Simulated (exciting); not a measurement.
# CdTe (F-43m) in exciting: single point with PBE

Aim: the single point of CdTe with PBE.

Program: exciting (release sodium). These are calculated values, not measurements. Logs are shortened: lines on timing, memory, paths and dates and some standing lists are left out, and cuts for length are marked.

**Measured values to compare with.**

A printed reference work, data compilation reports, for a bulk crystal of CdTe at 0 K: band gap 1.607 eV.

How close the calculation comes is told below.

## 1. The crystal as given

The structure is cubic, space group F-43m (No. 216). Conventional cell: a = 6.410 Å, b = 6.410 Å, c = 6.410 Å, α = 90.00°, β = 90.00°, γ = 90.00°. Te (site symmetry -43m) has 4 Cd at 2.78 Å as nearest neighbours. Around Cd (site symmetry -43m) lie 4 Te at 2.78 Å.

## 2. Single point, PBE

The input, input.xml:

```xml
<input>
  <title>CdTe</title>
  <structure speciespath="./" tshift="false">
    <crystal scale="1">
      <basevect>0.000000000000 6.056572229426 6.056572229426</basevect>
      <basevect>6.056572229426 0.000000000000 6.056572229426</basevect>
      <basevect>6.056572229426 6.056572229426 0.000000000000</basevect>
    </crystal>
    <species speciesfile="Te.xml" rmt="2.3">
      <atom coord="0.750000000000 0.750000000000 0.750000000000"/>
    </species>
    <species speciesfile="Cd.xml" rmt="2.3">
      <atom coord="0.000000000000 0.000000000000 0.000000000000"/>
    </species>
  </structure>
  <groundstate do="fromscratch" ngridk="5 5 5" rgkmax="8" gmaxvr="14" lmaxapw="10" lmaxmat="10" lmaxvr="8" xctype="GGA_PBE" stype="Gaussian" swidth="0.00073499" nempty="10" ValenceRelativity="iora*" epsengy="1e-05" epspot="1e-05" maxscl="60" tforce="true" outputlevel="normal"/>
  <properties>
    <chargedensityplot>
      <plot3d>
        <box grid="23 23 23">
          <origin coord="0 0 0"/>
          <point coord="1 0 0"/>
          <point coord="0 1 0"/>
          <point coord="0 0 1"/>
        </box>
      </plot3d>
    </chargedensityplot>
    <elfplot>
      <plot3d>
        <box grid="23 23 23">
          <origin coord="0 0 0"/>
          <point coord="1 0 0"/>
          <point coord="0 1 0"/>
          <point coord="0 0 1"/>
        </box>
      </plot3d>
    </elfplot>
    <exccplot>
      <plot3d>
        <box grid="23 23 23">
          <origin coord="0 0 0"/>
          <point coord="1 0 0"/>
          <point coord="0 1 0"/>
          <point coord="0 0 1"/>
        </box>
      </plot3d>
    </exccplot>
  </properties>
</input>
```

Potentials or basis: all-electron LAPW+lo, shipped species files, valence relativity iora*.

Command:

```
$ OMP_NUM_THREADS=1 exciting_smp
```

INFO.OUT:

```text
================================================================================
EXCITING SODIUM started
[... 10 lines left out ...]

 Lattice vectors (cartesian) :
      0.0000000000      6.0565722294      6.0565722294
      6.0565722294      0.0000000000      6.0565722294
      6.0565722294      6.0565722294      0.0000000000

 Reciprocal lattice vectors (cartesian) :
     -0.5187080306      0.5187080306      0.5187080306
      0.5187080306     -0.5187080306      0.5187080306
      0.5187080306      0.5187080306     -0.5187080306

 Unit cell volume                           :     444.3351786826
 Brillouin zone volume                      :       0.5582502249

 Species :    1 (Te)
     parameters loaded from                 :    Te.xml
     name                                   :    tellurium
     nuclear charge                         :     -52.00000000
     electronic charge                      :      52.00000000
     atomic mass                            :  232600.57070000
     muffin-tin radius                      :       2.30000000
     # of radial points in muffin-tin       :     400

     atomic positions (lattice) :
       1 :   0.75000000  0.75000000  0.75000000

 Species :    2 (Cd)
     parameters loaded from                 :    Cd.xml
     name                                   :    cadmium
     nuclear charge                         :     -48.00000000
     electronic charge                      :      48.00000000
     atomic mass                            :  204912.71750000
     muffin-tin radius                      :       2.30000000
     # of radial points in muffin-tin       :     400

     atomic positions (lattice) :
       1 :   0.00000000  0.00000000  0.00000000

 Total number of atoms per unit cell        :       2

 Spin treatment                             :    spin-unpolarised

 Number of Bravais lattice symmetries       :      48
 Number of crystal symmetries               :      24

 k-point grid                               :       5    5    5
 Total number of k-points                   :      14
 k-point set is reduced with crystal symmetries

 R^MT_min * |G+k|_max (rgkmax)              :       8.00000000
 Species with R^MT_min                      :       1 (Te)
 Maximum |G+k| for APW functions            :       3.47826087
 Maximum |G| for potential and density      :      14.00000000

 G-vector grid sizes                        :      40    40    40
 Total number of G-vectors                  :   20539

 Maximum angular momentum used for
     APW functions                          :      10
     computing H and O matrix elements      :      10
     potential and density                  :       8
     inner part of muffin-tin               :       2

 Total nuclear charge                       :    -100.00000000
 Total electronic charge                    :     100.00000000
 Total core charge                          :      66.00000000
 Total valence charge                       :      34.00000000

 Number of empty states                     :      10
 Total number of valence states             :      28

 Maximum Hamiltonian size                   :     357
 Maximum number of plane-waves              :     331
 Total number of local-orbitals             :      26

 Exchange-correlation type                  :      20
     Perdew-Burke-Ernzerhof, Phys. Rev. Lett. 77, 3865 (1996)
     Generalised gradient approximation (GGA)

 Smearing scheme                            :    Gaussian
 Smearing width                             :       0.00073499

 Using multisecant Broyden potential mixing
[... 16 lines left out ...]
+ SCF iteration number :    1                                                  +
++++++++++++++++++++++++++++++++++++++++++++++++++++++++++++++++++++++++++++++++
 Total energy                               :    -12390.77716891
 _______________________________________________________________
 Fermi energy                               :         0.15975025
 Kinetic energy                             :     13057.24895848
 Coulomb energy                             :    -25117.10596774
 Exchange energy                            :      -325.53706634
 Correlation energy                         :        -5.38309331

 DOS at Fermi energy (states/Ha/cell)       :         0.00000000

 Electron charges :
     core                                   :        66.00000000
     core leakage                           :         0.00334601
     valence                                :        34.00000000
     interstitial                           :         4.90462225
     charge in muffin-tin spheres :
                  atom     1    Te          :        49.20420379
                  atom     2    Cd          :        45.89117397
     total charge in muffin-tins            :        95.09537775
     total charge                           :       100.00000000

 Estimated fundamental gap                  :         0.04061200
        valence-band maximum at    1      0.0000  0.0000  0.0000
     conduction-band minimum at    1      0.0000  0.0000  0.0000

++++++++++++++++++++++++++++++++++++++++++++++++++++++++++++++++++++++++++++++++
+ SCF iteration number :    2                                                  +
++++++++++++++++++++++++++++++++++++++++++++++++++++++++++++++++++++++++++++++++
 Total energy                               :    -12392.29351419
 _______________________________________________________________
 Fermi energy                               :         0.15903128
 Kinetic energy                             :     13056.22409902
 Coulomb energy                             :    -25117.55593772
 Exchange energy                            :      -325.57756536
 Correlation energy                         :        -5.38411014

 DOS at Fermi energy (states/Ha/cell)       :         0.00000000

 Electron charges :
     core                                   :        66.00000000
     core leakage                           :         0.00333733
     valence                                :        34.00000000
     interstitial                           :         4.90730166
     charge in muffin-tin spheres :
                  atom     1    Te          :        49.13611779
                  atom     2    Cd          :        45.95658054
     total charge in muffin-tins            :        95.09269834
     total charge                           :       100.00000000
[... 373 lines left out ...]
++++++++++++++++++++++++++++++++++++++++++++++++++++++++++++++++++++++++++++++++
+ SCF iteration number :   14                                                  +
++++++++++++++++++++++++++++++++++++++++++++++++++++++++++++++++++++++++++++++++
 Total energy                               :    -12392.95370267
 _______________________________________________________________
 Fermi energy                               :         0.15319876
 Kinetic energy                             :     13055.07931808
 Coulomb energy                             :    -25117.06945126
 Exchange energy                            :      -325.57890993
 Correlation energy                         :        -5.38465956

 DOS at Fermi energy (states/Ha/cell)       :         0.00000000

 Electron charges :
     core                                   :        66.00000000
     core leakage                           :         0.00331668
     valence                                :        34.00000000
     interstitial                           :         4.92170020
     charge in muffin-tin spheres :
                  atom     1    Te          :        49.07984220
                  atom     2    Cd          :        45.99845760
     total charge in muffin-tins            :        95.07829980
     total charge                           :       100.00000000

 Estimated fundamental gap                  :         0.03146487
        valence-band maximum at    1      0.0000  0.0000  0.0000
     conduction-band minimum at    1      0.0000  0.0000  0.0000

 RMS change in effective potential (target) :  0.286922E-09  ( 0.100000E-04)
 Absolute change in total energy   (target) :  0.501077E-06  ( 0.100000E-04)
 Charge distance                   (target) :  0.184165E-09  ( 0.100000E-04)
 Abs. change in max-nonIBS-force   (target) :   0.00000      ( 0.500000E-04)

++++++++++++++++++++++++++++++++++++++++++++++++++++++++++++++++++++++++++++++++
| Convergency criteria checked for the last 2 iterations                       +
| Convergence targets achieved. Performing final SCF iteration                 +
++++++++++++++++++++++++++++++++++++++++++++++++++++++++++++++++++++++++++++++++
 Total energy                               :    -12392.95370266
 _______________________________________________________________
 Fermi energy                               :         0.15319876
 Kinetic energy                             :     13055.07931808
 Coulomb energy                             :    -25117.06945126
 Exchange energy                            :      -325.57890993
 Correlation energy                         :        -5.38465956

 DOS at Fermi energy (states/Ha/cell)       :         0.00000000

 Electron charges :
     core                                   :        66.00000000
     core leakage                           :         0.00331668
     valence                                :        34.00000000
     interstitial                           :         4.92170020
     charge in muffin-tin spheres :
                  atom     1    Te          :        49.07984220
                  atom     2    Cd          :        45.99845760
     total charge in muffin-tins            :        95.07829980
     total charge                           :       100.00000000

 Estimated fundamental gap                  :         0.03146487
        valence-band maximum at    1      0.0000  0.0000  0.0000
     conduction-band minimum at    1      0.0000  0.0000  0.0000

++++++++++++++++++++++++++++++++++++++++++++++++++++++++++++++++++++++++++++++++
+ Self-consistent loop stopped                                                 +
++++++++++++++++++++++++++++++++++++++++++++++++++++++++++++++++++++++++++++++++
 STATE.OUT is written

--------------------------------------------------------------------------------
- Writing atomic positions and forces                                          -
--------------------------------------------------------------------------------

 Atomic positions (lattice) :
 atom     1  Te  :     0.75000000    0.75000000    0.75000000
 atom     2  Cd  :     0.00000000    0.00000000    0.00000000

 Total atomic forces including IBS (cartesian) :
 atom     1  Te  :     0.00000000    0.00000000    0.00000000
 atom     2  Cd  :    -0.00000000    0.00000000    0.00000000

 Atomic force components including IBS (cartesian) :
 atom     1  Te  :     0.00000000    0.00000000   -0.00000000   HF force
                 :    -0.00000000    0.00000000    0.00000000   core correction
                 :     0.00000000    0.00000000    0.00000000   IBS correction
 atom     2  Cd  :    -0.00000000   -0.00000000    0.00000000   HF force
                 :     0.00000000   -0.00000000   -0.00000000   core correction
                 :    -0.00000000   -0.00000000   -0.00000000   IBS correction

********************************************************************************
* Groundstate module stopped                                                   *
********************************************************************************

================================================================================
| EXCITING SODIUM stopped                                                      =
================================================================================
```

It took 37 s on 1 thread of Intel Xeon 6975P-C (Granite Rapids), shared host; peak memory 0.16 GiB.

Results:

```
Free energy                                       : -337229.4499 eV
Band gap on the k mesh                            : 0.86 eV, direct
All electrons inside the program's atomic spheres : Te 49.08; Cd 46.00 (radii Te 2.3, Cd 2.3 bohr)
```

Caveat: rgkmax is low for these elements, so energy differences scatter by about 1 meV per atom; spin-orbit coupling is left out, which moves the levels of the heavy elements.

## 3. How close it comes

Step 2. A measured gap of CdTe is 1.607 eV (0 K; a printed reference work, data compilation); the calculated 0.86 eV misses it by -0.75 eV. Spin-orbit coupling on Cd, Te is left out. The value is that of PBE, without temperature or zero-point motion. Semilocal functionals fall short of measured gaps as a rule.
